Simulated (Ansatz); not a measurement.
MgB2:

```
Mg B
1.0
     3.08500    0.00000    0.00000
    -1.54250    2.67169    0.00000
     0.00000    0.00000    3.52300
Mg B
1 2
Direct
  0.00000 0.00000 0.00000
  0.66667 0.33333 0.50000
  0.33333 0.66667 0.50000
```

Program: Ansatz 0.2.0. Alike in all runs: no spin polarisation; cell as given; k mesh 10 × 10 × 8.

**Question.** Order these runs on this cell by their pressure, lowest first.
A. level PBE; potentials or basis Ansatz PAW; cutoff (eV) 420; smearing gaussian 0.028 eV
B. level PBEsol; potentials or basis Ansatz PAW earlier set; cutoff (eV) 710; smearing fermi-dirac 0.05 eV; points for each segment of the path 14
C. level BLYP; potentials or basis Ansatz PAW; cutoff (eV) 420; smearing fermi-dirac 0.05 eV; points for each segment of the path 14
D. level LDA; potentials or basis Ansatz PAW; cutoff (eV) 420; smearing fermi-dirac 0.05 eV; points for each segment of the path 14

**Answer.** D (-7.5 GPa), B (-3.1 GPa), A (-0.9 GPa), C (1.0 GPa).

Caveats: the PAW data sets come from PBE, with cores solved anew for the run's functional, which leaves a small shift of forces and pressure (some runs); the potentials were made for another functional, which shifts forces and pressure (some runs).

Not every run made on this cell is shown here.
